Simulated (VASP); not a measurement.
Input of a VASP 6.6.1 run:

INCAR

```
AGGAC = 0.0
ALGO = Normal
EDIFF = 1E-7
EDIFFG = -0.01
ENCUT = 600
GGA = ML
IBRION = 2
ISIF = 3
ISMEAR = -1
LASPH = True
LCHARG = False
LREAL = False
LUSE_VDW = True
LWAVE = False
NELM = 60
NSW = 60
PREC = Accurate
SIGMA = 0.05
ZAB_VDW = -1.8867
```

The input KPOINTS:

```
k-points
0
Gamma
  13 13 13
```

POSCAR

```
C
1.0
    0.0000000000      1.7833700000      1.7833700000
    1.7833700000      0.0000000000      1.7833700000
    1.7833700000      1.7833700000      0.0000000000
C
2
Direct
    0.7500000000      0.7500000000      0.7500000000
    0.5000000000      0.5000000000      0.5000000000
```

Potentials or basis: VASP PAW PBE potentials, release 64 (C).

Run with:

```console
$ cat potpaw_PBE.64/C/POTCAR > POTCAR
$ mpirun -np 1 vasp_std > vasp.out
```

(1) Estimate the relaxed volume.

(2) What does it give for the band gap on the k mesh?

## Answers

(1) 5.86 Å³/atom.

(2) 4.58 eV, indirect (least direct gap 5.72 eV).

Caveat: the PAW data sets were made with another functional, which shifts forces and pressure a little; an odd mesh through Γ misses points on the zone boundary, where band edges often lie.

The cell as given is a measured one (5.67 Å³/atom); vdW-DF2 puts the equilibrium volume +3.2 % from it, thermal expansion not counted.
